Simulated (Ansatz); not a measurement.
WS2, a slab with vacuum:

```
W S
1.0
     3.18295    0.00000    0.00000
    -1.59148    2.75652    0.00000
     0.00000    0.00000   28.53222
W S
3 6
Direct
  0.66667 0.33333 0.43436
  0.66667 0.33333 0.88553
  0.00000 0.00000 0.65929
  0.66667 0.33333 0.60463
  0.00000 0.00000 0.37971
  0.00000 0.00000 0.83085
  0.66667 0.33333 0.71395
  0.00000 0.00000 0.48903
  0.00000 0.00000 0.94019
```

Program: Ansatz 0.2.0. Alike in all runs: task band structure; potentials or basis Ansatz PAW; no spin polarisation; cell as given.

Problem. Order these runs on this cell by their band gap on the k mesh, lowest first.
A. level PBEsol; k mesh 10 × 10 × 1; cutoff (eV) 420; smearing fermi-dirac 0.05 eV; points for each segment of the path 10
B. level r2SCAN; k mesh 10 × 10 × 1; cutoff (eV) 500; smearing fermi-dirac 0.05 eV; points for each segment of the path 10
C. level PBE0; k mesh 6 × 6 × 1; cutoff (eV) 420; smearing fixed; level pbe0; run kind scf
D. level HSE06; k mesh 6 × 6 × 1; cutoff (eV) 420; smearing fixed; level hse06; run kind scf

Solution. A (1.43 eV), B (1.59 eV), D (1.82 eV), C (2.47 eV).

Caveats: spin-orbit coupling is left out, which moves the levels of the heavy elements; the k mesh misses the band edges, so the gap on the mesh is wider than the one along the path (some runs).

Not every run made on this cell is shown here.
